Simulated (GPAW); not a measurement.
A run of GPAW 26.7.0 is set up as follows.

File run.py:

```python
from ase import Atoms
from ase.dft.bandgap import bandgap
from ase.io import write
from ase.units import Bohr, GPa
from gpaw import GPAW, PW
from gpaw.elf import elf_from_dft_calculation

atoms = Atoms(['Pb', 'Te'],
              cell=[[4.002287, 0.0, 0.0],
                    [0.0, 4.002287, 0.0],
                    [0.0, 0.0, 4.002287]],
              scaled_positions=[[0.0, 0.0, 0.0],
                                [0.5, 0.5, 0.5]],
              pbc=True)

calc = GPAW(mode=PW(600),
            xc='PBE',
            kpts={'size': (7, 7, 7), 'gamma': True},
            occupations={'name': 'methfessel-paxton', 'order': 0, 'width': 0.016},
            nbands=19,
            convergence={'density': 1e-05, 'energy': 1e-05},
            maxiter=150,
            txt='gpaw.txt')
atoms.calc = calc
energy = atoms.get_potential_energy()
forces = atoms.get_forces()
stress = atoms.get_stress()
calc.write('gs.gpw')
write('result.traj', atoms)
print(f'Energy: {energy:.6f} eV')
print('Forces (eV/A):')
print(forces.round(4))
print('Stress (GPa):', (stress / GPa).round(3))
print('Fermi level:', round(calc.get_fermi_level(), 4), 'eV')
print(f'Gap: {bandgap(calc)[0]:.4f} eV, direct: {bandgap(calc, direct=True)[0]:.4f} eV')

# fields on the real-space grid
write('density.cube', atoms, data=calc.get_pseudo_density() * Bohr**3)
write('potential.cube', atoms, data=calc.get_electrostatic_potential())
write('elf.cube', atoms, data=elf_from_dft_calculation(calc).data)
```

Potentials or basis: GPAW PAW data sets (gpaw-data 1.2.1), pw.

The run is started by

```bash
$ OMP_NUM_THREADS=1 python run.py
```

Question: Estimate the band gap on the k mesh.

Answer: None (metal or under the smearing width).

Question: What does it give for the pressure?

Answer: -0.2 GPa.

The run has no spin-orbit coupling, so splittings on Pb, Te are missing.
